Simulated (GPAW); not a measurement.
Ga:

```
CELL_PARAMETERS angstrom
2.77842 0.00000 0.00000
0.00000 3.28161 0.00000
-1.34343 0.00000 3.99027
ATOMIC_POSITIONS crystal
Ga 0.13460 0.75000 0.77017
Ga 0.86540 0.25000 0.22983
```

This isn't the form of Ga at room conditions, which is orthorhombic.

Base run:

```yaml
Program: GPAW 26.7.0
Functional: PBEsol
Potentials_or_basis: PAW data sets generated in the run's folder for this functional
Cutoff: 600 eV
Basis: pw
k_mesh: 8 × 7 × 6
Occupations: fermi-dirac, width 0.05 eV
Spin: no spin polarisation
```

Its results: pressure 0.0 GPa; largest force 0.102 eV/Å.

Question: The run is repeated on the same cell with these changes: functional from PBEsol to LDA; potentials or basis from PAW data sets generated in the run's folder for this functional to the program's PAW data sets (release 1.2.1) made for this functional. What comes out?

Answer: Pressure -2.0 GPa; largest force 0.101 eV/Å.
